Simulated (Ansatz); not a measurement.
**SnSe in Ansatz: the effect of exact exchange**

SnSe, a slab with vacuum:

```xyz
4
Lattice="4.2853 0.0000 0.0000 0.0000 4.2853 0.0000 0.0000 0.0000 10.9907" Properties=species:S:1:pos:R:3 pbc="T T T"
Sn    0.0000    2.1427    6.8996
Sn    2.1427    0.0000    4.0911
Se    0.0000    2.1427    4.2200
Se    2.1427    0.0000    6.7707
```

Alike in all runs:

- Program: Ansatz 0.2.0
- Task: single point
- Functional: HSE06 form with a typed share of exact exchange
- Potentials or basis: Ansatz PAW
- Cutoff: 420 eV (not typed: the program's choice for these potentials)
- k mesh: 3 × 3 × 2
- Occupations: fermi-dirac, width 0.05 eV
- Spin: no spin polarisation

```csv
exact exchange,gap on the mesh (eV),largest force (eV/Å)
0.05,1.61,0.60
0.1,1.71,0.54
0.15,?,?
0.2,1.92,0.42
0.25,2.02,0.36
0.3,2.13,0.30
0.4,2.36,0.18
0.5,2.60,0.16
```

Problem. What does the run with exact exchange 0.15 give?

Solution. gap on the mesh 1.81 eV; largest force 0.48 eV/Å.

Worked out: A parabola through the other rows of the gap on the mesh, of slope 2.06 eV per unit of exact exchange there, gives 1.81 eV, against the run's 1.81. A parabola through the other rows of the largest force, of slope -1.29 eV/Å per unit of exact exchange there, gives 0.47 eV/Å, against the run's 0.48.

Caveats: all runs use coarse meshes; odd divisions of the mesh miss points on the zone boundary, where band edges often lie, so the gap on the mesh can be too wide; spin-orbit coupling is left out, which moves the levels of the heavy elements; the PAW data sets come from PBE, with cores solved anew for the run's functional, which leaves a small shift of forces and pressure.

A k mesh can miss the band edges.
